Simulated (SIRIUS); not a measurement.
# SnTe (P1) in SIRIUS: a series of runs

Runs on SnTe. Level: PBE. Tasks: single point.

Program: SIRIUS 7.10.0. These are calculated values, not measurements. Logs are shortened: lines on timing, memory, paths and dates and some standing lists are left out, and cuts for length are marked. The log counts tension as positive stress, the text compression.

## 1. The cell of the first run

The typed cell holds 2 atoms: a = 3.718 Å, b = 3.981 Å, c = 3.946 Å, α = 90.78°, β = 88.93°, γ = 88.20°.

The cell comes from a database or a generator and needn't be the stable form of this composition.

## 2. Single point, PBE (all atoms moved at random)

Contents of sirius.json:

```json
{
  "control": {
    "processing_unit": "cpu",
    "verbosity": 2,
    "num_bands_to_print": 23,
    "print_forces": true,
    "print_stress": true
  },
  "parameters": {
    "electronic_structure_method": "pseudopotential",
    "xc_functionals": ["XC_GGA_X_PBE", "XC_GGA_C_PBE"],
    "gk_cutoff": 9.0,
    "pw_cutoff": 18.0,
    "ngridk": [3, 3, 3],
    "shiftk": [0, 0, 0],
    "smearing": "fermi_dirac",
    "smearing_width": 0.0018374661,
    "num_bands": 23,
    "num_mag_dims": 0,
    "num_dft_iter": 100,
    "energy_tol": 1e-08,
    "density_tol": 1e-06
  },
  "iterative_solver": {
    "type": "davidson",
    "min_tolerance": 1e-09,
    "tolerance_scale": [0.1, 0.25]
  },
  "mixer": {
    "type": "anderson",
    "beta": 0.7,
    "max_history": 8
  },
  "settings": {
    "tol_ne": 1e-10,
    "pseudo_grid_cutoff": 6.5
  },
  "unit_cell": {
    "lattice_vectors": [
      [7.025301531138, 0.114596450396, 0.068262142163],
      [0.114596450396, 7.522735707396, -0.051455995154],
      [0.068262142163, -0.051455995154, 7.456349515254]
    ],
    "atom_coordinate_units": "lattice",
    "atom_types": ["Sn", "Te"],
    "atom_files": {
      "Sn": "Sn.json",
      "Te": "Te.json"
    },
    "atoms": {
      "Sn": [
        [0.01719198, 0.01037407, 0.98023875]
      ],
      "Te": [
        [0.48280802, 0.48962593, 0.51976125]
      ]
    }
  }
}
```

Potentials or basis: PseudoDojo 0.4.1 PBE standard (scalar relativistic).

On the command line:

```sh
> upf_to_json Sn.upf
> upf_to_json Te.upf
> OMP_NUM_THREADS=1 sirius.scf --input=sirius.json --output=out.json --task=0
```

The program printed:

```text
[info] SIRIUS version : 7.10.0
[info] number of MPI ranks           : 1
[info] MPI grid                      : 1 1
[info] maximum number of OMP threads : 1
[fft] FFT context for density and potential
[fft] =====================================
[fft]   comm size                             : 1
[fft]   plane wave cutoff                     : 18
[fft]   grid size                             : 45 48 45   total : 97200
[fft]   grid limits                           : -22 22   -23 24   -22 22
[fft]   number of G-vectors within the cutoff : 19398
[fft]   local number of G-vectors             : 19398
[fft]   number of G-shells                    : 19398
[fft] FFT context for coarse grid
[fft] =====================================
[fft]   comm size                             : 1
[fft]   plane wave cutoff                     : 18
[fft]   grid size                             : 45 48 45   total : 97200
[fft]   grid limits                           : -22 22   -23 24   -22 22
[fft]   number of G-vectors within the cutoff : 19398
[fft]   local number of G-vectors             : 19398
[fft]   number of G-shells                    : 19398
[unit cell] lattice vectors
[unit cell]   a1 :       7.0253015311      0.1145964504      0.0682621422
[unit cell]   a2 :       0.1145964504      7.5227357074     -0.0514559952
[unit cell]   a3 :       0.0682621422     -0.0514559952      7.4563495153
[unit cell] reciprocal lattice vectors
[unit cell]   b1 :       0.8946689535     -0.0136854737     -0.0082850487
[unit cell]   b2 :      -0.0136854737      0.8354748829      0.0058908708
[unit cell]   b3 :      -0.0082850487      0.0058908708      0.8427788920
[unit cell] unit cell volume :       393.91186514 [a.u.^3]
[unit cell] 1/sqrt(omega)    :         0.05038491
[unit cell] MT volume        :         0.00000000 ( 0.00%)
[unit cell] IT volume        :       393.91186514 (100.00%)
[unit cell] number of atom types : 2
[unit cell] type id : 0 symbol : Sn mt_radius :  16.270000 num_atoms : 1
[unit cell] type id : 1 symbol : Te mt_radius :  12.930000 num_atoms : 1
[unit cell] total number of atoms : 2
[unit cell] number of symmetry classes : 2
[unit cell] number of PAW atoms : 0
[unit cell] atom id  type id  class id             position                      vector_field
[unit cell] ------------------------------------------------------------------------------------------
[unit cell]      0        0        0      0.01719   0.01037   0.98024      0.00000   0.00000   0.00000
[unit cell]      1        1        1      0.48281   0.48963   0.51976      0.00000   0.00000   0.00000
[unit cell] atom id         position (Cartesian, a.u.)
[unit cell] ---------------------------------------------
[unit cell]      0       0.188881    0.029572    7.309642
[unit cell]      1       3.483461    3.711910    3.883285
[unit cell] class id : 0 atom id : 0
[unit cell] class id : 1 atom id : 1
[unit cell] minimum bond length:     6.012803
[unit cell] total number of pseudo wave-functions: 18
[sym] space group number   : 1
[sym] international symbol : P1
[sym] Hall symbol          : P 1
[sym] space group transformation matrix :
[sym]  -1.0000  0.0000  0.0000
[sym]  -0.0000  0.0000  1.0000
[sym]   0.0000  1.0000  0.0000
[sym] space group origin shift :
[sym]   0.0000  0.0000  0.0000
[sym] number of space group operations  : 1
[sym] number of magnetic group operations : 1
[sym] metric tensor error: 0.0000e+00
[sym] rotation matrix error: 2.2204e-16
[sym] symmetry operations
[... list of symmetry operations ...]
[atom type] label          : Sn
[... 215 lines left out ...]
[diagonalize] iterative solver tolerance (occupied, empty): 4.2772e-06 4.2772e-06
[... 38 lines left out ...]
[find] Free energy (E-TS)             :    -183.66255161 (Ha),    -367.32510321 (Ry)
[find] band gap (eV)                  :       0.00000000
[find] Efermi                         :       0.39623997
[find] iteration : 8, RMS : 5.544181595225e-07, energy difference : 5.571359906753e-08
[find] Hartree energy of density residual : 2.631446013536e-10
[find] | SCF iteration   9 out of 100|
[diagonalize] iterative solver tolerance (occupied, empty): 4.17695e-09 4.17695e-09
[diagonalize] average number of iterations: 3.71429
[find] Total energy                   :    -183.66162820 (Ha),    -367.32325639 (Ry)
[find] Free energy (E-TS)             :    -183.66255161 (Ha),    -367.32510321 (Ry)
[find] band gap (eV)                  :       0.00000000
[find] Efermi                         :       0.39623938
[find] iteration : 9, RMS : 1.012786324491e-07, energy difference : -1.464363208470e-08
[find] Hartree energy of density residual : 1.220416806484e-12
[find] bands are converged : true
[find] iterative solver converged : false
[find] +------------------------------+
[find] | SCF iteration  10 out of 100|
[find] +------------------------------+
[diagonalize] iterative solver tolerance (occupied, empty): 1.04424e-09 1.04424e-09
[diagonalize] average number of iterations: 3.85714
[diagonalize] Lowest band energies
[diagonalize] ik:    0   -0.957501   -0.956987   -0.956670   -0.955982   -0.955692   -0.407535   -0.407393   -0.406275   -0.405730   -0.405536   -0.071681    0.192837    0.306175    0.314632    0.347541    0.502123    0.522034    0.580657    0.593625    0.609095    0.767538    0.798733    0.813491
[diagonalize] ik:    1   -0.957269   -0.957019   -0.956713   -0.955985   -0.955689   -0.407459   -0.406302   -0.406204   -0.406034   -0.405894   -0.038418    0.123457    0.330524    0.345959    0.353158    0.450458    0.498864    0.502278    0.552303    0.673988    0.749202    0.769203    0.781763
[diagonalize] ik:    2   -0.957462   -0.957005   -0.956663   -0.955915   -0.955718   -0.407368   -0.406809   -0.406529   -0.405940   -0.405545   -0.044446    0.107011    0.342868    0.353420    0.377046    0.462895    0.489819    0.519773    0.562593    0.667923    0.680251    0.801473    0.821334
[diagonalize] ik:    3   -0.957244   -0.957024   -0.956712   -0.955919   -0.955716   -0.406965   -0.406600   -0.406440   -0.406010   -0.405622   -0.016313    0.133668    0.229095    0.305132    0.372876    0.451328    0.503616    0.540639    0.639515    0.667953    0.680098    0.733190    0.755106
[diagonalize] ik:    4   -0.957243   -0.957024   -0.956712   -0.955919   -0.955716   -0.406960   -0.406601   -0.406440   -0.406012   -0.405625   -0.013903    0.124704    0.227389    0.318444    0.376289    0.454005    0.497132    0.531024    0.634074    0.665300    0.686856    0.745830    0.776675
[diagonalize] ...
[diagonalize] ik:    9   -0.957229   -0.957022   -0.956725   -0.955823   -0.955746   -0.406816   -0.406516   -0.406326   -0.406259   -0.405450    0.002538    0.149450    0.266416    0.267441    0.303166    0.400318    0.410628    0.482336    0.700365    0.756877    0.798354    0.820618    0.859922
[diagonalize] ik:   10   -0.957229   -0.957022   -0.956724   -0.955824   -0.955745   -0.406848   -0.406488   -0.406307   -0.406270   -0.405453    0.005206    0.146874    0.262555    0.264662    0.292661    0.399901    0.417257    0.508292    0.717932    0.764249    0.792245    0.827988    0.858962
[diagonalize] ik:   11   -0.957440   -0.957007   -0.956675   -0.955822   -0.955749   -0.407088   -0.406854   -0.406307   -0.405915   -0.405754   -0.021572    0.122059    0.222483    0.298003    0.396619    0.479335    0.523511    0.564195    0.644728    0.682000    0.709930    0.742769    0.761815
[diagonalize] ik:   12   -0.957228   -0.957022   -0.956725   -0.955823   -0.955745   -0.406839   -0.406473   -0.406333   -0.406273   -0.405449    0.003565    0.148635    0.265235    0.266072    0.298497    0.396816    0.417008    0.491631    0.706261    0.760613    0.793781    0.830188    0.851222
[diagonalize] ik:   13   -0.957229   -0.957022   -0.956724   -0.955824   -0.955745   -0.406837   -0.406488   -0.406325   -0.406269   -0.405448    0.002904    0.149536    0.265353    0.267979    0.299802    0.395770    0.417283    0.485641    0.699127    0.759722    0.797542    0.827001    0.852897
[find] Charges and magnetic moments
[find] --------------------------------------------------------------------------------
[find] total charge          : 30.000000
[find] Energy
[find] --------------------------------------------------------------------------------
[find] valence_eval_sum               :     -11.55298260
[find] <rho|V^{XC}>                   :     -27.62035553
[find] <rho|E^{XC}>                   :     -46.66606444
[find] <mag|B^{XC}>                   :       0.00000000
[find] <rho|V^{H}>                    :      82.62256157
[find] one-electron contribution      :     -66.55518863 (Ha),    -133.11037726 (Ry)
[find] hartree contribution           :      41.31128078
[find] xc contribution                :     -46.66606444
[find] ewald contribution             :    -111.75165568
[find] PAW contribution               :       0.00000000
[find] smearing (-TS)                 :      -0.00092341
[find] SCF correction                 :      -0.00000023
[find] Total energy                   :    -183.66162820 (Ha),    -367.32325639 (Ry)
[find] Free energy (E-TS)             :    -183.66255161 (Ha),    -367.32510321 (Ry)
[find] band gap (eV)                  :       0.00000000
[find] Efermi                         :       0.39623932
[find] iteration : 10, RMS : 3.852241641120e-08, energy difference : -9.176801540889e-10
[find] Hartree energy of density residual : 1.124954323267e-12
[find] bands are converged : true
[find] iterative solver converged : true
[find] converged after 11 SCF iterations!
[find] Charges and magnetic moments
[find] --------------------------------------------------------------------------------
[find] total charge          : 30.000000
[find] Energy
[find] --------------------------------------------------------------------------------
[find] valence_eval_sum               :     -11.55298260
[find] <rho|V^{XC}>                   :     -27.62035553
[find] <rho|E^{XC}>                   :     -46.66606444
[find] <mag|B^{XC}>                   :       0.00000000
[find] <rho|V^{H}>                    :      82.62256157
[find] one-electron contribution      :     -66.55518863 (Ha),    -133.11037726 (Ry)
[find] hartree contribution           :      41.31128078
[find] xc contribution                :     -46.66606444
[find] ewald contribution             :    -111.75165568
[find] PAW contribution               :       0.00000000
[find] smearing (-TS)                 :      -0.00092341
[find] SCF correction                 :      -0.00000023
[find] Total energy                   :    -183.66162820 (Ha),    -367.32325639 (Ry)
[find] Free energy (E-TS)             :    -183.66255161 (Ha),    -367.32510321 (Ry)
[find] band gap (eV)                  :       0.00000000
[find] Efermi                         :       0.39623932
[ground_state] === stress tensor components [kbar] ===
[ground_state] === stress_kin ===
[ground_state] -51744.332905  -14.004019  -13.298375
[ground_state]   -14.004019-51761.072334   14.735244
[ground_state]   -13.298375   14.735244-51776.691810
[ground_state] === stress_har ===
[ground_state] -10487.469216  227.580530  232.219098
[ground_state]   227.580530-10292.913214 -101.062158
[ground_state]   232.219098 -101.062158-10074.734948
[ground_state] === stress_ewald ===
[ground_state] 27512.341468  405.262726  435.370754
[ground_state]   405.26272627794.789301 -176.389125
[ground_state]   435.370754 -176.38912528159.428187
[ground_state] === stress_vloc ===
[ground_state] -1698.353894 -619.013737 -653.581041
[ground_state]  -619.013737-2157.548728  268.079411
[ground_state]  -653.581041  268.079411-2720.203921
[ground_state] === stress_xc ===
[ground_state] -13844.132978    0.333541    0.328493
[ground_state]     0.333541-13843.954753   -0.086185
[ground_state]     0.328493   -0.086185-13843.995698
[ground_state] === stress_core ===
[ground_state] 21050.399604    0.071717    0.086048
[ground_state]     0.07171721050.563665   -0.077615
[ground_state]     0.086048   -0.07761521050.713242
[ground_state] === stress_nonloc ===
[ground_state] 29190.063825   -3.144437   -0.941130
[ground_state]    -3.14443729184.703602    2.474867
[ground_state]    -0.941130    2.47486729175.108342
[ground_state] === stress_us_nl ===
[ground_state] 29190.063825   -3.144437   -0.941130
[ground_state]    -3.14443729184.703602    2.474867
[ground_state]    -0.941130    2.47486729175.108342
[ground_state] === stress_total ===
[ground_state]   -21.484096   -2.913680    0.183847
[ground_state]    -2.913680  -25.432463    7.674440
[ground_state]     0.183847    7.674440  -30.376606
[ground_state] ==== total Forces in Ha/bohr =====
[ground_state] atom:    0, force:       0.0009116      0.0002291      0.0007094
[ground_state] atom:    1, force:      -0.0009092     -0.0002285     -0.0007098
[ground_state] ==== ultrasoft contribution from Qij =====
[ground_state] atom:    0, force:       0.0000000      0.0000000      0.0000000
[ground_state] atom:    1, force:       0.0000000      0.0000000      0.0000000
[ground_state] ==== non-local contribution from Beta-projector =====
[ground_state] atom:    0, force:       0.0303858      0.0169103     -0.0387829
[ground_state] atom:    1, force:      -0.0239354     -0.0160860      0.0376066
[ground_state] ==== contribution from local potential =====
[ground_state] atom:    0, force:       0.4537855      0.3479608     -0.7189394
[ground_state] atom:    1, force:      -0.4608070     -0.3491103      0.7208740
[ground_state] ==== contribution from core density =====
[ground_state] atom:    0, force:      -0.0002764     -0.0001240      0.0001900
[ground_state] atom:    1, force:       0.0008499      0.0004505     -0.0009505
[ground_state] ==== Ewald forces from ions =====
[ground_state] atom:    0, force:      -0.4829825     -0.3645179      0.7582412
[ground_state] atom:    1, force:       0.4829825      0.3645179     -0.7582412
[~DFT_ground_state] local op. applied: 8552
[~DFT_ground_state] evp. work count: 1466.25
[~DFT_ground_state] number of iterative solver steps: 656
```

It took 36 s on 1 thread of Arm Neoverse V1, shared host; peak memory 0.37 GiB.

Results:

```yaml
Free_energy: -4997.7126 eV
Pressure: 2.6 GPa
Largest_force: 0.061 eV/Å
Band_gap_on_the_k_mesh: none (metal or under the smearing width)
```

Forces on the atoms (eV/Å):
```
Sn   0.047  0.012  0.036
Te  -0.047 -0.012 -0.037
```

Caveat: the k mesh is coarse (spacing up to 0.56 Å⁻¹), so the values aren't converged. The run has no spin-orbit coupling, so splittings on Te are missing.

(Part 1 of 2 ends here.)
